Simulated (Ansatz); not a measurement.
A run of Ansatz 0.2.0 is set up as follows.

input.yaml

```yaml
crystal:
  lattice:
    - [1.58, 0.9122134253, 6.15]
    - [-1.58, 0.9122134253, 6.15]
    - [0.0, -1.8244268506, 6.15]
  atoms:
    - { symbol: Mo, position: [0.0, 0.0, 0.0] }
    - { symbol: S, position: [0.417, 0.417, 0.417] }
    - { symbol: S, position: [0.25, 0.25, 0.25] }
kpoints:
  mp_grid: { grid: [10, 10, 10] }
scf:
  occupations: { method: fermi_dirac, width: 0.05 }
hamiltonian:
  xc: pbesol
  pseudopotentials: { kind: all_electron, lapw: { basis_error: 0.002 } }
output:
  forces: true
  stress: true
relax:
  f_tol: 0.01
  max_steps: 60
  cell: {}
```

Potentials or basis: all-electron LAPW, scalar-relativistic.

Command:

```bash
$ ansatz run input.yaml --threads 2 --pin off --max-ram 8192MiB --backend cpu --events-out ev --progress --plain --runs-dir out
```

(1) What does it give for the relaxed cell?

(2) What does it give for the space group after relaxing (to 0.05 Å)?

Results:

(1) a = 6.538 Å, b = 6.538 Å, c = 6.538 Å, α = 27.82°, β = 27.82°, γ = 27.82°.

(2) R3m (No. 160).
